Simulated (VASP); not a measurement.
# BiS (R-3m) in VASP: further runs, part 2 of 2

VASP 6.6.1. The steps go on from the part before.

### 4 Relaxation of cell and atoms, PBE, target pressure 10 GPa, at which the enthalpy is minimised

Contents of INCAR:

```
ALGO = Normal
EDIFF = 1E-6
EDIFFG = -0.01
ENCUT = 600
GGA = PE
IBRION = 2
ISIF = 3
ISMEAR = -1
LASPH = True
LCHARG = False
LREAL = False
LWAVE = False
NELM = 80
NSW = 60
PREC = Accurate
PSTRESS = 100
SIGMA = 0.05
```

Contents of KPOINTS:

```
k-points
0
Gamma
  8 8 8
```

Contents of POSCAR:

```
BiS
1.0
    2.1092708700      1.2177881000      3.5004874800
   -2.1092708700      1.2177881000      3.5004874800
    0.0000000000     -2.4355762100      3.5004874800
Bi S
1 1
Direct
    0.0000000000      0.0000000000      0.0000000000
    0.5000000000      0.5000000000      0.5000000000
```

Started as:

```
cat potpaw_PBE.64/Bi_d/POTCAR potpaw_PBE.64/S/POTCAR > POTCAR
mpirun -np 1 vasp_std > vasp.out
```

It took 6.3 min on 1 thread of Intel Xeon Platinum 8375C at 2.90GHz (Ice Lake), shared host; peak memory 0.25 GiB.

Results (log left out):

* Free energy: -8.0833 eV
* Relaxed volume: 22.15 Å³/atom
* Relaxed cell: a = 4.464 Å, b = 4.464 Å, c = 4.464 Å, α = 47.53°, β = 47.53°, γ = 47.53°
* Space group after relaxing (to 0.05 Å): R-3m (No. 166)
* Energy change on relaxing (the enthalpy is what falls): +29.2 meV/atom
* Ionic steps: 15
* Pressure after relaxing: 10.0 GPa
* Band gap on the k mesh: none (metal or under the smearing width)

The path:
```
step  energy change (eV)  largest force (eV/Å)  pressure (GPa)  volume (Å³)
   1              0.0000                0.0000           -1.35        53.95
   2              0.8777                0.0000           28.94        40.36
   3              0.1567                0.0000            9.62        46.71
   4              0.1662                0.0000            9.98        46.55
   5              0.1751                0.0000           10.29        46.41
   6              0.1732                0.0000           10.27        46.38
   7              0.1617                0.0000           10.25        46.27
   8              0.1165                0.0000           10.13        45.96
   9              0.0363                0.0000            9.77        45.03
  10              0.5012                0.0000           12.52        42.02
  11              0.0404                0.0000            9.70        44.64
  12              0.0548                0.0000            9.71        44.36
  13              0.0508                0.0000            9.74        44.43
  14              0.1461                0.0000           12.96        43.07
  15              0.0585                0.0000           10.02        44.30
```

Final structure:
```yaml
crystal:
  lattice:
    - [1.79899, 1.03865, 3.95154]
    - [-1.79899, 1.03865, 3.95154]
    - [0.00000, -2.07729, 3.95154]
  atoms:
    - { symbol: Bi, position: [0.00000, 0.00000, 0.00000] }
    - { symbol: S, position: [0.50000, 0.50000, 0.50000] }
```

Levels at points of the mesh, in eV from the Fermi level:
```tsv
k point	band 8	band 9	band 10	band 11	band 12	band 13
(0.00, 0.00, 0.00)	-5.67	-2.38	-2.38	4.01	4.01	4.07
(0.50, 0.00, 0.00)	-3.99	-3.25	-2.63	-2.05	-0.37	0.26
(0.50, 0.50, 0.00)	-7.47	-6.15	-3.97	2.32	2.66	3.78
(0.50, 0.50, 0.50)	-1.99	-1.99	-0.51	0.49	1.96	1.96
```

Caveat: the cell is relaxed towards a set pressure, so the enthalpy falls and the energy may rise; the volume moved by over 15 % at a fixed basis, so the end points are rough; spin-orbit coupling is left out, which moves the levels of the heavy elements.

### 5 Relaxation of cell and atoms, PBE, target pressure 20 GPa, at which the enthalpy is minimised

INCAR, as its differences from that of step 4:

```diff
@@ -15,3 +15,3 @@
 PREC = Accurate
-PSTRESS = 100
+PSTRESS = 200
 SIGMA = 0.05
```

KPOINTS is that of step 4.

POSCAR is that of step 4.

Started as:

```
cat potpaw_PBE.64/Bi_d/POTCAR potpaw_PBE.64/S/POTCAR > POTCAR
mpirun -np 1 vasp_std > vasp.out
```

Wall time 12 min (1 thread of Intel Xeon Platinum 8375C at 2.90GHz (Ice Lake), shared host); peak memory 0.25 GiB.

It converged, with:

| Property | Result |
| --- | --- |
| Free energy | -7.7528 eV |
| Relaxed volume | 20.34 Å³/atom |
| Relaxed cell | a = 4.402 Å, b = 4.402 Å, c = 4.402 Å, α = 46.30°, β = 46.30°, γ = 46.30° |
| Space group after relaxing (to 0.05 Å) | R-3m (No. 166) |
| Energy change on relaxing (the enthalpy is what falls) | +194.5 meV/atom |
| Ionic steps | 32 |
| Pressure after relaxing | 20.0 GPa |
| Band gap on the k mesh | none (metal or under the smearing width) |

The path:
| step | energy change (eV) | largest force (eV/Å) | pressure (GPa) | volume (Å³) |
| --- | --- | --- | --- | --- |
| 1 | 0.0000 | 0.0000 | -1.35 | 53.95 |
| 2 | 4.5701 | 0.0000 | 104.61 | 30.47 |
| 3 | 0.3982 | 0.0000 | 17.00 | 43.77 |
| 4 | 0.4799 | 0.0000 | 19.24 | 43.04 |
| 5 | 0.5091 | 0.0000 | 19.98 | 42.80 |
| 6 | 0.5352 | 0.0000 | 20.65 | 42.60 |
| 7 | 0.4688 | 0.0000 | 19.01 | 43.07 |
| 8 | 0.3069 | 0.0000 | 15.04 | 44.28 |
| 9 | 0.3035 | 0.0000 | 14.97 | 44.31 |
| 10 | 0.2931 | 0.0000 | 14.74 | 44.37 |
| 11 | 0.2725 | 0.0000 | 14.30 | 44.50 |
| 12 | 0.2318 | 0.0000 | 13.44 | 44.75 |
| 13 | 0.1513 | 0.0000 | 11.69 | 45.23 |
| 14 | 0.0144 | 0.0000 | 8.35 | 46.12 |
| 15 | 0.0436 | 0.0000 | 9.07 | 45.91 |
| 16 | 0.0300 | 0.0000 | 8.82 | 45.94 |
| 17 | -0.0021 | 0.0000 | 8.03 | 46.01 |
| 18 | -0.0322 | 0.0000 | 6.53 | 46.09 |
| 19 | -0.0145 | 0.0000 | 7.23 | 45.67 |
| 20 | 0.0522 | 0.0000 | 9.47 | 44.42 |
| 21 | 0.2627 | 0.0000 | 15.10 | 41.94 |
| 22 | 0.3406 | 0.0000 | 16.92 | 41.28 |
| 23 | 0.3288 | 0.0000 | 16.65 | 41.38 |
| 24 | 0.3344 | 0.0000 | 17.16 | 41.26 |
| 25 | 0.3631 | 0.0000 | 18.99 | 40.91 |
| 26 | 0.3802 | 0.0000 | 19.81 | 40.76 |
| 27 | 0.3818 | 0.0000 | 19.89 | 40.75 |
| 28 | 0.3836 | 0.0000 | 19.92 | 40.73 |
| 29 | 0.3892 | 0.0000 | 20.06 | 40.69 |
| 30 | 0.3899 | 0.0000 | 20.09 | 40.68 |
| 31 | 0.3894 | 0.0000 | 20.06 | 40.69 |
| 32 | 0.3890 | 0.0000 | 20.04 | 40.69 |

Final structure:
```
Bi S
1.0
     1.73057    0.99914    3.92204
    -1.73057    0.99914    3.92204
     0.00000   -1.99828    3.92204
Bi S
1 1
Direct
  0.00000 0.00000 0.00000
  0.50000 0.50000 0.50000
```

Levels at points of the mesh, in eV from the Fermi level:
| k point | band 8 | band 9 | band 10 | band 11 | band 12 | band 13 |
| --- | --- | --- | --- | --- | --- | --- |
| (0.00, 0.00, 0.00) | -6.29 | -2.26 | -2.26 | 4.47 | 4.56 | 4.71 |
| (0.50, 0.00, 0.00) | -4.30 | -3.70 | -2.63 | -1.94 | -0.34 | 0.39 |
| (0.50, 0.50, 0.00) | -8.07 | -6.66 | -4.05 | 2.26 | 2.59 | 4.18 |
| (0.50, 0.50, 0.50) | -1.85 | -1.85 | -0.13 | 0.98 | 2.44 | 2.44 |

Caveat: the cell is relaxed towards a set pressure, so the enthalpy falls and the energy may rise; the volume moved by over 15 % at a fixed basis, so the end points are rough; spin-orbit coupling is left out, which moves the levels of the heavy elements.

### 6 Relaxation of cell and atoms, PBE, target pressure 30 GPa, at which the enthalpy is minimised

INCAR, as its differences from that of step 5:

```diff
@@ -15,3 +15,3 @@
 PREC = Accurate
-PSTRESS = 200
+PSTRESS = 300
 SIGMA = 0.05
```

KPOINTS is that of step 5.

POSCAR is that of step 5.

Potentials or basis: VASP PAW PBE potentials, release 64 (Bi_d, S).

Started as:

```
cat potpaw_PBE.64/Bi_d/POTCAR potpaw_PBE.64/S/POTCAR > POTCAR
mpirun -np 1 vasp_std > vasp.out
```

Run time: 6.9 min. Hardware: 1 thread of Intel Xeon Platinum 8375C at 2.90GHz (Ice Lake), shared host; peak memory 0.26 GiB.

The run converged. Its results:

```yaml
Free_energy: -7.3625 eV
Relaxed_volume: 19.08 Å³/atom
Relaxed_cell: a = 4.351 Å, b = 4.351 Å, c = 4.351 Å, α = 45.50°, β = 45.50°, γ = 45.50°
Space_group_after_relaxing_to_0.05_Å: R-3m (No. 166)
Energy_change_on_relaxing_the_enthalpy_is_what_falls: +389.7 meV/atom
Ionic_steps: 18
Pressure_after_relaxing: 30.0 GPa
Band_gap_on_the_k_mesh: none (metal or under the smearing width)
```

Step by step:
```csv
step,energy change (eV),largest force (eV/Å),pressure (GPa),volume (Å³)
1,0.0000,0.0000,-1.35,53.95
2,13.9104,0.0000,300.63,22.34
3,0.5486,0.0000,20.99,42.50
4,0.7615,0.0000,26.19,41.05
5,0.9299,0.0000,30.10,40.09
6,0.8836,0.0000,29.08,40.34
7,0.8789,0.0000,29.05,40.29
8,0.8482,0.0000,29.23,40.10
9,0.7392,0.0000,29.29,39.49
10,0.9255,0.0000,31.75,37.52
11,0.7681,0.0000,30.26,38.25
12,0.8076,0.0000,30.62,38.02
13,0.7941,0.0000,30.55,38.09
14,0.5636,0.0000,23.28,39.53
15,0.7704,0.0000,29.80,38.21
16,0.7720,0.0000,29.87,38.20
17,0.8006,0.0000,30.28,38.05
18,0.7793,0.0000,30.03,38.17
```

Final structure:
```xyz
2
Lattice="1.6823 0.9713 3.8929 -1.6823 0.9713 3.8929 0.0000 -1.9425 3.8929" Properties=species:S:1:pos:R:3 pbc="T T T"
Bi    0.0000    0.0000    0.0000
S     0.0000    0.0000    5.8394
```

Levels at points of the mesh, in eV from the Fermi level:
| k point | band 7 | band 8 | band 9 | band 10 | band 11 | band 12 | band 13 | band 14 |
| --- | --- | --- | --- | --- | --- | --- | --- | --- |
| (0.00, 0.00, 0.00) | -8.92 | -6.77 | -2.16 | -2.16 | 4.62 | 4.92 | 5.30 | 5.30 |
| (0.50, 0.00, 0.00) | -12.21 | -4.53 | -4.04 | -2.62 | -1.82 | -0.30 | 0.49 | 4.88 |
| (0.50, 0.50, 0.00) | -10.24 | -8.55 | -7.06 | -4.11 | 2.20 | 2.55 | 4.51 | 6.53 |
| (0.50, 0.50, 0.50) | -14.57 | -1.71 | -1.71 | 0.17 | 1.39 | 2.82 | 2.82 | 6.30 |

Caveat: the cell is relaxed towards a set pressure, so the enthalpy falls and the energy may rise; the volume moved by over 15 % at a fixed basis, so the end points are rough; spin-orbit coupling is left out, which moves the levels of the heavy elements.

### 7 Overview

```csv
cell,target pressure,gap on the mesh (eV),pressure (GPa)
relaxed to 2 GPa,2 GPa,none,2.0
relaxed to 5 GPa,5 GPa,none,5.0
relaxed to 10 GPa,10 GPa,none,10.0
relaxed to 20 GPa,20 GPa,none,20.0
relaxed to 30 GPa,30 GPa,none,30.0
```

Alike in all rows: task relaxation of cell and atoms; level PBE; potentials or basis VASP PAW PBE potentials, release 64 (Bi_d, S); no spin polarisation; k mesh 8 × 8 × 8; cutoff (eV) 600; smearing fermi-dirac 0.05 eV.

Caveats: the cell is relaxed towards a set pressure, so the enthalpy falls and the energy may rise; spin-orbit coupling is left out, which moves the levels of the heavy elements; the volume moved by over 15 % at a fixed basis, so the end points are rough (some runs).

Total energies depend on the potentials used, so only differences within one code and one set of settings carry meaning.
